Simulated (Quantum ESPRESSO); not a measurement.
A run of Quantum ESPRESSO 7.5 is set up as follows.

File pw.in:

```
&CONTROL
  calculation = 'scf'
  prefix = 'pwscf'
  outdir = './tmp'
  pseudo_dir = './pseudo'
  tprnfor = .true.
  tstress = .true.
  disk_io = 'nowf'
/
&SYSTEM
  ibrav = 0
  nat = 2
  ntyp = 2
  ecutwfc = 65
  ecutrho = 780
  nbnd = 20
  occupations = 'smearing'
  smearing = 'fd'
  degauss = 0.00367493
  nspin = 2
  starting_magnetization(1) = 0.2667
  starting_magnetization(2) = 0
/
&ELECTRONS
  conv_thr = 4d-10
  electron_maxstep = 120
  mixing_beta = 0.3
/
ATOMIC_SPECIES
Mn    54.9380 mn_pbe_v1.5.uspp.F.UPF
O     15.9990 O.pbe-n-kjpaw_psl.0.1.UPF
CELL_PARAMETERS angstrom
   0.0000000000    2.2239077028    2.2239077028
   2.2239077028    0.0000000000    2.2239077028
   2.2239077028    2.2239077028    0.0000000000
ATOMIC_POSITIONS crystal
Mn    -0.0126510000   -0.0075210000    0.0171370000
O      0.5049650000    0.5119520000    0.4910400000
K_POINTS automatic
10 10 10 0 0 0
```

Potentials or basis: SSSP 1.3 efficiency PBE.

The run is started by

```bash
$ OMP_NUM_THREADS=1 pw.x -in pw.in > pw.out
```

Q: Predict the net moment.

A: 4.80 μB per cell.

Q: Predict the absolute moment.

A: 4.80 μB per cell.

Q: What does it give for the band gap on the k mesh?

A: None (metal or under the smearing width).

Forces in eV/Å, atoms in the order of the input:
```
Mn  -0.047 -0.061  0.291
O    0.047  0.061 -0.291
```

Caveat: a cell with one magnetic atom can't hold antiferromagnetic order, which such compounds often take; semilocal functionals often make such compounds metallic where correlation or magnetic order opens a gap, which also shifts bond lengths.
